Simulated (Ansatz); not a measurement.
A 2-atom cell of LiF started from a crystallographic database, relaxed with r2SCAN in the plane-wave code Ansatz. It is cubic, Fm-3m (No. 225); a = 3.990 Å in the conventional setting, 7.94 Å³ an atom. Li has 6 F at 1.99 Å; F has 6 Li at 1.99 Å.

The axes x, y and z are those of this cell:
```xyz
2
Lattice="0.0000 1.9949 1.9949 1.9949 0.0000 1.9949 1.9949 1.9949 0.0000" Properties=species:S:1:pos:R:3 pbc="T T T"
Li    0.0000    0.0000    0.0000
F     1.9949    1.9949    1.9949
```

Unstrained: PBE gives an indirect gap of 9.347 eV, from Γ–K (0.17 of the way from Γ) to Γ; the least direct gap is 9.348 eV at Γ. Least and direct gap differ so little that the kind isn't settled. With r2SCAN the gap is 10.330 eV and direct, at Γ. The HSE06 gap is indirect, 11.674 eV (Γ–K (0.17 of the way from Γ) to Γ), below the direct gap of 11.675 eV at Γ. Least and direct gap differ so little that the kind isn't settled. Meshes: PBE 10×10×10, r2SCAN 10×10×10, HSE06 8×8×8. Strains are changes of length per length. After each strain the atoms were relaxed again with r2SCAN within the symmetry that the strain leaves, so tilts or polar shifts that break it weren't tested; points keep the names that they have in the unstrained zone. The values are computed, spin-unpolarised, and not measurements.

(1) Apply biaxial +5.19 % in x and y, z held. How far does the gap move, against the unstrained cell?

(2) One strain changed the r2SCAN stress by xx -8.82, yy -8.82, zz -8.82 GPa (compression positive) and the gap by -1.329 eV (PBE), -1.386 eV (r2SCAN), -1.429 eV (HSE06). Which kind of strain was it, and roughly how large?

Results:

(1) PBE: the gap goes from 9.347 to 8.427 eV (-0.920 eV); least and direct gap lie within 0.04 eV, so its kind isn't settled. r2SCAN: the gap goes from 10.330 to 9.370 eV (-0.960 eV). HSE06: the gap goes from 11.674 to 10.684 eV (-0.990 eV); least and direct gap lie within 0.04 eV, so its kind isn't settled. The r2SCAN energy rises by 20.4 meV an atom.

(2) Isotropic +5.45 % on every length. The pattern of the stress gives the kind; the size needs the stiffness, so it is an estimate.

Where an edge lies off the special points, it is a point of the mesh or the k point where a search put PBE's edge or least direct gap, reused for the other functionals, whose own edges may lie a little apart.

The meshes of the hybrids are coarse, so their gaps aren't converged to the digits shown.
